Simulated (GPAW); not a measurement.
As:

```
As
1.0
     4.56640    0.00000    0.00000
    -2.28320    3.95462    0.00000
     0.00000    0.00000    2.83374
As
2
Direct
  0.33333 0.66667 0.00000
  0.66666 0.33334 0.00000
```

The cell was built by a generator and needn't be a form met in nature.

- Program: GPAW 26.7.0
- Task: relaxation of cell and atoms
- Functional: revPBE
- Dispersion: D3(BJ)+ATM
- Potentials or basis: the program's PAW data sets (release 1.2.1) made for this functional
- Cutoff: 600 eV
- Basis: pw
- k mesh: 6 × 6 × 8
- Occupations: fermi-dirac, width 0.05 eV
- Spin: no spin polarisation

At the start: pressure -3.5 GPa; volume 25.59 Å³/atom.

Problem. Where does the relaxation end?

Solution. Over 6 steps the energy falls by 24.9 meV/atom and the volume is 23.93 Å³/atom (-6.5 %); space group P6/mmm (No. 191, to 0.05 Å).

Step by step:
| step | energy change (eV) | largest force (eV/Å) | pressure (GPa) | volume (Å³) |
| --- | --- | --- | --- | --- |
| 1 | 0.0000 | 0.0000 | -3.49 | 51.17 |
| 2 | -0.0165 | 0.0000 | -2.99 | 50.57 |
| 3 | -0.0436 | 0.0000 | 0.89 | 47.03 |
| 4 | -0.0497 | 0.0000 | -0.08 | 47.90 |
| 5 | -0.0498 | 0.0000 | -0.08 | 47.90 |
| 6 | -0.0498 | 0.0000 | -0.01 | 47.86 |

Final structure:
```xyz
2
Lattice="4.5005 0.0000 0.0000 -2.2503 3.8976 0.0000 0.0000 0.0000 2.7282" Properties=species:S:1:pos:R:3 pbc="T T T"
As    0.0000    2.5984    0.0000
As    2.2502    1.2992    0.0000
```

Caveat: later steps reuse the first step's grids; pairwise dispersion overbinds metals, which lowers pressure and volume.
